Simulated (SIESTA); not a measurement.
The system is GaAs.

```
As Ga
1.0
     0.00000    2.82685    2.82685
     2.82685    0.00000    2.82685
     2.82685    2.82685    0.00000
As Ga
1 1
Direct
  0.75000 0.75000 0.75000
  0.00000 0.00000 0.00000
```

Base run:

```yaml
Program: SIESTA 5.4.2
Functional: PBE
Potentials_or_basis: PseudoDojo 0.4 standard (PBE files)
Basis: DZ (energy shift 0.002 Ry; radii capped at 9.5 bohr)
Grid_cutoff: 800 Ry
Energy_shift: 0.002 Ry
k_mesh: 8 × 8 × 8
Occupations: fermi-dirac, width 0.05 eV
Spin: no spin polarisation
```

Its results: band gap on the k mesh 0.54 eV, direct; pressure 5.4 GPa.

Task: The run is repeated on the same cell with these changes: potentials or basis from PseudoDojo 0.4 standard (PBE files) to SG15 1.2 (PBE files) or PseudoDojo by element; basis from DZ (energy shift 0.002 Ry; radii capped at 9.5 bohr) to DZP (energy shift 0.002 Ry); valence electrons from 28 to 18. What comes out?

Result: Band gap on the k mesh 0.38 eV, direct; pressure 4.2 GPa.

Caveats: semicore shells carry a single zeta, which can move pressures by several GPa and volumes by a few percent; the basis of atomic orbitals isn't converged, which shifts pressures, moduli and gaps; the basis has no polarisation orbitals (some runs).
